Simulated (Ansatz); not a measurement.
**Understanding SrCl2, relaxed from a CdCl2-type start to space group Fm-3m (read at 0.02 Å) from first principles**

**The experiment.** The Crystallography Open Database holds a cell as deposited of cubic SrCl2 (space group Fm-3m), temperature not stated (1963): a = 6.977 Å, 28.30 Å³/atom.

Level of theory: DFT, PBEsol, scalar-relativistic, no spin polarisation; plane waves to 420 eV with PAW datasets (Ansatz 0.2.0), 8×8×8 k-mesh, Gaussian smearing of 0.05 eV. The datasets are Ansatz's generated set soft_2.

The start was a prototype's sites filled with these elements; the Crystallography Open Database holds the compound in this structure.

The relaxed structure (symmetry read at 0.01 Å). It takes space group Fm-3m (No. 225, cubic). Conventional cell: a = 6.908 Å, b = 6.908 Å, c = 6.908 Å, α = 90.00°, β = 90.00°, γ = 90.00°. Sr (site symmetry m-3m) has 8 Cl at 2.99 Å as nearest neighbours. Cl (site symmetry -43m) has 4 Sr at 2.99 Å as nearest neighbours. (Neighbours are counted to 15 % beyond the shortest distance.)

Task: Should it be a metal or an insulator?

Result: Formal charges Sr²⁺, Cl⁻ balance and leave closed shells on every ion, so a band insulator is expected, and the gap is 5.25 eV.

Task: What fixes the bond lengths?

Result: Shannon's ionic radii give a check on the bond lengths: Sr²⁺ with 8 neighbours 1.26 Å + Cl⁻ 1.81 Å (six-fold value) = 3.07 Å against a computed mean of 2.99 Å. Sums and bonds agree within 3 %, so ion sizes set the bond lengths.

Task: How stiff is it, in energy terms?

Result: B0·V0 = 38.1 GPa × 27.47 Å³ = 6.53 eV/atom sets the scale: near the minimum ΔE ≈ ½ B0 V0 x², with x = V/V0 − 1, and a pressure of 0.4 GPa squeezes the volume by about 1 %. At the ends of the curve: x = −4.0 % predicts 5.2 meV/atom and the run gives 5.7; x = +4.0 % predicts 5.2 meV/atom and the run gives 4.8. The lopsidedness is anharmonic: atoms resist being pushed together more than being pulled apart.

Task: Which Debye temperature follows from the elastic moduli?

Result: K = 38 GPa and G = 15.0 GPa (Hill). With a density of 3.194 g/cm³ (mean mass 52.8 u, 27.47 Å³/atom), K = 38.1 and G = 15.03 GPa from the unrounded constants, v_l = √((K + 4G/3)/ρ) = 4270 m/s and v_t = √(G/ρ) = 2170 m/s. The mean [(1/v_l³ + 2/v_t³)/3]^(−1/3) is 2430 m/s, and θ_D = (ħ/k_B)(6π²/V)^(1/3) v_m ≈ 240 K, with V the volume an atom.

All results together:

| Property | Result |
| --- | --- |
| Volume | 27.47 Å³/atom |
| Band gap | 5.25 eV |
| Smallest direct gap | 5.34 eV |
| Formation energy from the elements (0 K, uncorrected) | -2.58 eV/atom |
| Bulk modulus (Birch–Murnaghan) | 38 GPa |
| Pressure derivative B0′ | 4.6 |
| Shear modulus (Hill) | 15.0 GPa |
| Young's modulus | 40 GPa |
| Poisson's ratio | 0.33 |
| Elastically stable | yes |

**Comparison.** The computed cell (6.908 Å, 27.47 Å³/atom) differs from the database's by −2.9 % in volume, about −1.0 % in length. PBEsol was built to cure PBE's overestimate of volumes, and the static lattice lacks thermal expansion. The database's entry may also be off.

Semilocal functionals underestimate band gaps, commonly by a third or more.
